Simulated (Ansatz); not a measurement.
Geometry optimisation in Ansatz: input, command and trajectory.

```yaml
crystal:
  lattice:
    - [4.3767681738, 0.0, 0.0]
    - [0.0, 4.3767681738, 0.0]
    - [0.0, 0.0, 4.3767681738]
  atoms:
    - { symbol: Si, position: [0.8466385677, 0.8466385677, 0.8466385677] }
    - { symbol: Si, position: [0.6533614323, 0.1533614323, 0.3466385677] }
    - { symbol: Si, position: [0.3466385677, 0.6533614323, 0.1533614323] }
    - { symbol: Si, position: [0.1533614323, 0.3466385677, 0.6533614323] }
    - { symbol: Ni, position: [0.1495841926, 0.1495841926, 0.1495841926] }
    - { symbol: Ni, position: [0.3504158074, 0.8504158074, 0.6495841926] }
    - { symbol: Ni, position: [0.6495841926, 0.3504158074, 0.8504158074] }
    - { symbol: Ni, position: [0.8504158074, 0.6495841926, 0.3504158074] }
basis:
  ecutwfc: 420
kpoints:
  mp_grid: { grid: [8, 8, 8] }
hamiltonian:
  xc: pbesol
scf:
  occupations: { method: gaussian, width: 0.1 }
output:
  forces: true
  stress: true
  eigenvalues: true
  write_density: true
  write_potential: true
  elf: true
  volumetric_format: npy
relax:
  adjacent_minimum: "off"
  f_tol: 0.01
  max_steps: 30
```

```bash
ansatz run input.yaml --threads 2 --pin off --max-ram 5120MiB --backend cpu --events-out ev --progress --plain --runs-dir out
```

Theory: Ansatz, DFT PBEsol, scalar-relativistic, plane waves, PAW.

The volume is held at 0.94 times that of the relaxed cell.

Of 3 frames 3 are shown, positions in Å and forces in eV/Å; the SCF threshold varies from step to step. Spin polarisation was left out; whether the Ni atoms would carry moments isn't shown by this run.

```xyz
8
Lattice="4.3768 0.0000 0.0000 0.0000 4.3768 0.0000 0.0000 0.0000 4.3768" Properties=species:S:1:pos:R:3:forces:R:3 pbc="T T T" step=1 free_energy_over_end_meV_per_atom=0.02
Si    3.7055    3.7055    3.7055    0.0117    0.0117    0.0117
Si    2.8596    0.6712    1.5172   -0.0117   -0.0117    0.0117
Si    1.5172    2.8596    0.6712    0.0117   -0.0117   -0.0117
Si    0.6712    1.5172    2.8596   -0.0117    0.0117   -0.0117
Ni    0.6547    0.6547    0.6547    0.0130    0.0130    0.0130
Ni    1.5337    3.7221    2.8431   -0.0130   -0.0130    0.0130
Ni    2.8431    1.5337    3.7221    0.0130   -0.0130   -0.0130
Ni    3.7221    2.8431    1.5337   -0.0130    0.0130   -0.0130
8
Lattice="4.3768 0.0000 0.0000 0.0000 4.3768 0.0000 0.0000 0.0000 4.3768" Properties=species:S:1:pos:R:3:forces:R:3 pbc="T T T" step=2 free_energy_over_end_meV_per_atom=0.02
Si    3.7058    3.7058    3.7058    0.0085    0.0085    0.0085
Si    2.8594    0.6710    1.5174   -0.0085   -0.0085    0.0085
Si    1.5174    2.8594    0.6710    0.0085   -0.0085   -0.0085
Si    0.6710    1.5174    2.8594   -0.0085    0.0085   -0.0085
Ni    0.6550    0.6550    0.6550    0.0107    0.0107    0.0107
Ni    1.5334    3.7218    2.8434   -0.0107   -0.0107    0.0107
Ni    2.8434    1.5334    3.7218    0.0107   -0.0107   -0.0107
Ni    3.7218    2.8434    1.5334   -0.0107    0.0107   -0.0107
8
Lattice="4.3768 0.0000 0.0000 0.0000 4.3768 0.0000 0.0000 0.0000 4.3768" Properties=species:S:1:pos:R:3:forces:R:3 pbc="T T T" step=3 free_energy_over_end_meV_per_atom=0.00
Si    3.7064    3.7064    3.7064    0.0008    0.0008    0.0008
Si    2.8587    0.6703    1.5180   -0.0008   -0.0008    0.0008
Si    1.5180    2.8587    0.6703    0.0008   -0.0008   -0.0008
Si    0.6703    1.5180    2.8587   -0.0008    0.0008   -0.0008
Ni    0.6564    0.6564    0.6564   -0.0002   -0.0002   -0.0002
Ni    1.5320    3.7204    2.8448    0.0002    0.0002   -0.0002
Ni    2.8448    1.5320    3.7204   -0.0002    0.0002    0.0002
Ni    3.7204    2.8448    1.5320    0.0002   -0.0002    0.0002
```

Time: 36 s on 2 threads of Arm Neoverse V2, with other jobs on the host, peak memory 0.45 GiB.